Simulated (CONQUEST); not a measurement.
CdTe under changes of volume

One of the cells (32.922 Å³/atom); the others are scaled copies at fixed shape and fractional positions:

```
CELL_PARAMETERS angstrom
4.53255 0.00000 0.00000
0.00000 4.53255 0.00000
0.00000 0.00000 6.41000
ATOMIC_POSITIONS crystal
Te 0.00000 0.50000 0.25000
Te 0.50000 0.00000 0.75000
Cd 0.00000 0.00000 0.00000
Cd 0.50000 0.50000 0.50000
```

* Program: CONQUEST 1.3
* Functional: PBE
* Potentials or basis: PseudoDojo NC PBE, DZP, grid of 48 × 48 × 60 points
* k mesh: 6 × 6 × 4
* Occupations: fermi-dirac, width 0.05 eV
* Spin: no spin polarisation

```csv
volume (Å³/atom),energy over the lowest point (meV/atom),pressure (GPa),gap on the mesh (eV)
30.947,126.19,8.9,1.31
31.605,92.71,7.5,1.23
32.263,64.74,6.2,1.15
32.922,42.14,4.8,1.08
33.580,?,?,?
34.239,10.14,3.0,0.94
34.897,0.00,2.0,0.88
```

Task: What does the run at 33.580 Å³/atom give?

Result: Energy over the lowest point 24.19 meV/atom; pressure 3.9 GPa; gap on the mesh 1.01 eV.

Worked out: A Birch-Murnaghan fit of order 3 (a polynomial in V^(-2/3)) to the other rows has no minimum within the range. It gives 24.05 meV/atom at 33.580 Å³/atom, against the run's 24.19, and -dE/dV = 3.9 GPa, against 3.9. A straight line through the other rows of the gap, of slope -3.58 eV per unit of ln V, gives 1.01 eV, against the run's 1.01.

Energies are extrapolated to zero smearing.

Caveats: spin-orbit coupling is left out, which moves the levels of the heavy elements; the basis of atomic orbitals isn't converged, which shifts pressures, moduli and gaps; the real-space grid breaks the cell's symmetry a little (some runs).

A mesh can miss the band edges.
